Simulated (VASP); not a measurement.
Set up this calculation in VASP 6.6.1, as the native input.

| Item | Value |
| --- | --- |
| Task | relaxation of cell and atoms |
| Functional | PBE |
| Potentials or basis | VASP PAW PBE potentials, release 64 (Ag) |
| Cutoff | 600 eV |
| k mesh | 18 × 18 × 10 |
| Occupations | gaussian, width 0.1 eV |
| Spin | no spin polarisation |
| Dipole correction | no |
| Further INCAR settings | ALGO = Fast; EDIFF = 1e-07; IBRION = 2; EDIFFG = -0.01; NSW = 100; ISIF = 3 |

The structure of Ag lies in POSCAR:

```
Ag
1.0
    2.9222991408      0.0000000000      0.0000000000
   -1.4611495704      2.5307852934      0.0000000000
    0.0000000000      0.0000000000      4.7016618100
Ag
2
Direct
    0.3333333300      0.6666666700      0.2500000000
    0.6666666700      0.3333333300      0.7500000000
```

This isn't the form of Ag at room conditions, which is fcc.

One way to write it, as run:

INCAR

```
SYSTEM = Ag
PREC = Accurate
ENCUT = 600
EDIFF = 1E-7
ISMEAR = 0
SIGMA = 0.1
LREAL = .FALSE.
LASPH = .TRUE.
NELM = 100
ALGO = Fast
ISIF = 3
LWAVE = .FALSE.
LCHARG = .FALSE.
GGA = PE
IBRION = 2
NSW = 100
EDIFFG = -0.01
```

KPOINTS

```
regular mesh
0
G
  18 18 10
  0 0 0
```

Potentials or basis: VASP PAW PBE potentials, release 64 (Ag).

Run with:

```console
$ cat potpaw_PBE.64/Ag/POTCAR > POTCAR
$ mpirun -np 1 vasp_std > vasp.out
```

It gave:

| Quantity | Value |
| --- | --- |
| Relaxed volume | 17.86 Å³/atom |
| Relaxed cell | a = 2.934 Å, b = 2.934 Å, c = 4.793 Å, α = 90.00°, β = 90.00°, γ = 120.00° |
| Space group after relaxing (to 0.05 Å) | P6_3/mmc (No. 194) |
| Energy gained by relaxing | 4.6 meV/atom |
| Ionic steps | 6 |
| Pressure after relaxing | 0.0 GPa |
| Band gap on the k mesh | none (metal or under the smearing width) |

It took 3.7 min on 1 thread of AMD EPYC 9R45 96-Core Processor (Zen 5) (shared host), peak memory 0.24 GiB.
